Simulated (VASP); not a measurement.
ZrC:

```
CELL_PARAMETERS angstrom
0.00000 2.36500 2.36500
2.36500 0.00000 2.36500
2.36500 2.36500 0.00000
ATOMIC_POSITIONS crystal
Zr 0.50000 0.50000 0.50000
C 0.00000 0.00000 0.00000
```

Base run:

* Program: VASP 6.6.1
* Functional: PBEsol
* Potentials or basis: VASP PAW PBE potentials, release 54 (Zr_sv, C)
* Cutoff: 520 eV
* k mesh: 10 × 10 × 10
* Occupations: gaussian, width 0.1 eV
* Spin: no spin polarisation

Its results: band gap on the k mesh none (metal or under the smearing width); pressure -8.2 GPa.

Task: The run is repeated on the same cell with these changes: potentials or basis from VASP PAW PBE potentials, release 54 (Zr_sv, C) to VASP PAW PBE potentials, release 64 (Zr_sv_GW, C_GW); cutoff from 520 eV to 550 eV. What comes out?

Result: Band gap on the k mesh none (metal or under the smearing width); pressure -8.9 GPa.

Caveats: the PAW data sets were made with another functional, which shifts forces and pressure a little.

Not every run made on this cell is shown here.
